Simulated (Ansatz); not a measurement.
ZnS built on the NiAs prototype, relaxed with r2SCAN: 5 runs in Ansatz 0.2.0, each a calculation of independent-particle optics. Space group P6_3/mmc (No. 194), hexagonal; a = 3.590 Å, c = 5.880 Å in the conventional setting, 16.40 Å³ an atom. Zn has 6 S at 2.54 Å; S has 6 Zn at 2.54 Å. All values are calculated for a non-magnetic cell, which may be hypothetical.

```
CELL_PARAMETERS angstrom
3.58959 0.00000 0.00000
-1.79480 3.10868 0.00000
0.00000 0.00000 5.88000
ATOMIC_POSITIONS crystal
Zn 0.00000 0.00000 0.00000
Zn 0.00000 0.00000 0.50000
S 0.33333 0.66667 0.25000
S 0.66667 0.33333 0.75000
```

On meshes this coarse, single peaks can be features of the mesh. No local fields, no excitons; the zone sum runs over the cells of the mesh, and ε∞ includes the bands left out of the spectrum. Up to four peaks are listed, those above 15 % of the tallest and inside the complete range; the four can differ from row to row. Rows marked drawn have settings drawn at random (some not listed).

```
functional   k mesh  broadening (eV)  scissors (eV)  range (eV)  settings  direct gap on the mesh before scissors (eV)  ε∞ xx  ε∞ yy  ε∞ zz  complete up to (eV)  tallest peaks of mean ε₂ (eV)
       PBE  12×12×4              0.1           0.00        0–12    chosen                                         1.68  10.62  10.62  11.65                 12.0            2.80 3.50 4.65 5.95
    r2SCAN  12×12×4              0.1           0.00        0–12    chosen                                         2.38   8.75   8.75   9.49                 12.0            3.20 3.95 5.25 6.45
       LDA  12×12×4              0.1           0.00        0–12    chosen                                         1.46  11.62  11.62  12.85                 12.0            2.65 3.35 4.50 5.80
    r2SCAN    6×6×2             0.03           0.60        2–20     drawn                                         2.38   7.96   7.96   8.58                 20.0            3.80 4.60 5.80 7.00
```

Q: Estimate from these rows what the further settings give.

| functional | k mesh | broadening (eV) | scissors (eV) | range (eV) | settings |
| --- | --- | --- | --- | --- | --- |
| PBE | 12×12×4 | 0.1 | 1.25 (to HSE06) | 0–12 | chosen |

A:
```
functional   k mesh  broadening (eV)    scissors (eV)  range (eV)  settings  direct gap on the mesh before scissors (eV)  ε∞ xx  ε∞ yy  ε∞ zz  complete up to (eV)  tallest peaks of mean ε₂ (eV)
       PBE  12×12×4              0.1  1.25 (to HSE06)        0–12    chosen                                         1.68   8.52   8.52   9.24                 12.0            4.05 4.75 5.90 7.20
```

The fundamental gap is indirect (0.38 eV with PBE on 12×12×4); the table holds the direct one.
